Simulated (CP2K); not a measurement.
**Pb under changes of volume**

One of the cells (31.034 Å³/atom); the others are scaled copies at fixed shape and fractional positions:

```
CELL_PARAMETERS angstrom
3.42887 0.00000 0.00000
-1.14296 3.23277 0.00000
-1.14296 -1.61639 2.79966
ATOMIC_POSITIONS crystal
Pb 0.00000 0.00000 0.00000
```

This isn't the form of Pb at room conditions, which is fcc.

| Item | Value |
| --- | --- |
| Program | CP2K 2026.2 |
| Functional | r2SCAN |
| Potentials or basis | POTENTIAL_UZH Pb GTH-SCAN-q4; TZVP-MOLOPT-SCAN-GTH basis |
| Density cutoff | 9184 eV |
| k mesh | 9 × 9 × 9 |
| Occupations | fermi-dirac, width 0.1 eV |
| Spin | no spin polarisation |

```tsv
volume (Å³/atom)	energy over the lowest point (meV/atom)	pressure (GPa)
29.172	1.65	1.1
29.792	0.00	0.1
30.413	2.09	-0.8
31.034	7.47	-1.6
31.654	?	?
32.275	26.58	-2.9
32.896	39.60	-3.5
```

Question: What does the run at 31.654 Å³/atom give?

Answer: Energy over the lowest point 15.76 meV/atom; pressure -2.3 GPa.

Worked out: A Birch-Murnaghan fit of order 3 (a polynomial in V^(-2/3)) to the other rows has its minimum at 29.74 Å³/atom with B0 = V·E''(V) = 47 GPa and B' = 5.3. It gives 15.75 meV/atom at 31.654 Å³/atom, against the run's 15.76, and -dE/dV = -2.5 GPa, against -2.3.

Energies are extrapolated to zero smearing.

Caveats: the basis of atomic orbitals isn't converged, which shifts pressures, moduli and gaps.
